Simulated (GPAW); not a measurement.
Runs of GPAW 26.7.0 on SrO. It takes space group Fm-3m (No. 225, cubic). Conventional cell: a = 5.133 Å, b = 5.133 Å, c = 5.133 Å, α = 90.00°, β = 90.00°, γ = 90.00°. Around Sr (site symmetry m-3m) lie 6 O at 2.57 Å. Around O (site symmetry m-3m) lie 6 Sr at 2.57 Å. 

```tsv
task	level	potentials or basis	spin	cell	k mesh	cutoff (eV)	maxiter	k mesh for the DOS	dos width	convergence	optimizer	grid spacing	other keys	mesh quality	gap on the mesh (eV)	pressure (GPa)	moment (μB)	largest force (eV/Å)
single point	RPBE	the program's PAW data sets (release 1.2.1) made for this functional, pw	collinear, ferromagnetic start	atoms moved at random, drawn with an rms of 0.02 Å	6 × 6 × 6	800	150	-	-	-	-	-	-	not flagged	3.48	6.9	0.00	0.06
single point	BLYP+D3M(BJ)	PAW data sets generated in the run's folder for this functional, pw	off	as given	9 × 9 × 9	800	150	-	-	-	-	-	-	not flagged	(b)	(a)	-	-
density of states	LDA	the program's PAW data sets (release 1.2.1) made for this functional, fd	collinear, ferromagnetic start	as given	7 × 7 × 7	-	150	10 × 10 × 10	0 eV	-	-	0.15 Å	-	not flagged	3.29	-	0.00	-
relaxation of cell and atoms	rSCAN	GPAW PAW data sets (gpaw-data 1.2.1), pw	collinear, ferromagnetic start	relaxed	5 × 5 × 5	800	150	-	-	density=1e-05 energy=1e-05	BFGS	-	-	coarse	4.01	0.0	0.00	-
single point	TPSS	GPAW PAW data sets (gpaw-data 1.2.1), pw	off	cell strained at random at fixed volume	6 × 7 × 6	700	60	-	-	-	-	-	several, not listed	not flagged	3.24	2.6	-	-
relaxation of cell and atoms	PBEint	PAW data sets generated in the run's folder for this functional, pw	off	relaxed to 5 GPa	9 × 9 × 9	800	150	-	-	density=1e-05 energy=1e-05	LBFGS	-	-	not flagged	3.33	5.1	-	-
electron localisation function	TASK	GPAW PAW data sets (gpaw-data 1.2.1), pw	off	atoms moved at random, drawn with an rms of 0.1 Å	6 × 6 × 6	800	150	-	-	-	-	-	-	coarse	5.26	14.1	-	0.73
band structure	BEEF-vdW	GPAW PAW data sets (gpaw-data 1.2.1), pw	SOC, no magnetisation	as given	9 × 9 × 9	800	150	-	-	-	-	-	-	not flagged	3.59	-	-	-
electrostatic potential	BP86	PAW data sets generated in the run's folder for this functional, fd	off	volume scaled by 1.08	9 × 9 × 9	-	150	-	-	-	-	0.16 Å	-	not flagged	3.45	-	-	-
```

Alike in all rows: smearing fermi-dirac 0.05 eV.

Task: Fill in the values left out.

Result: (a) 1.5; (b) 3.55.

Caveats: some runs use coarse meshes; an odd mesh through Γ misses points on the zone boundary, where band edges often lie (some runs); the PAW data sets were made with another functional, which shifts forces and pressure a little (some runs); the real-space grid adds noise to forces (some runs); later steps reuse the first step's grids (some runs); each step starts from the last one's moments, so a moment once lost doesn't come back (some runs); the cutoff is short for stress and forces, so pressures can be off by a GPa or more (some runs); spin-orbit coupling was added after a scalar SCF, so levels and gaps hold it while energy, forces, pressure and moments don't (some runs).

A k mesh can miss the band edges, and rows without SOC leave out spin-orbit coupling on Sr.

Runs at the PBE level aren't shown here.
